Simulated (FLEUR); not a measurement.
Crystal: CdS (Greenockite).

```xyz
4
Lattice="4.1500 0.0000 0.0000 -2.0750 3.5940 0.0000 0.0000 0.0000 6.7370" Properties=species:S:1:pos:R:3 pbc="T T T"
Cd    2.0750    1.1980    3.3685
Cd    0.0000    2.3960    0.0000
S     2.0750    1.1980    5.8949
S     0.0000    2.3960    2.5264
```

Base run:

* Program: FLEUR MaX-R8.1 (later development tree)
* Functional: PBE
* Potentials or basis: all-electron
* Basis: FLAPW
* Kmax: 4.37 1/bohr
* k mesh: 7 × 7 × 4
* Occupations: fermi-dirac, width 0.05 eV
* Spin: no spin polarisation

Its results: band gap on the k mesh 1.20 eV, direct.

Question: The run is repeated on the same cell with these changes: functional from PBE to WC. What comes out?

Answer: Band gap on the k mesh 1.03 eV, direct.

Not every run made on this cell is shown here.
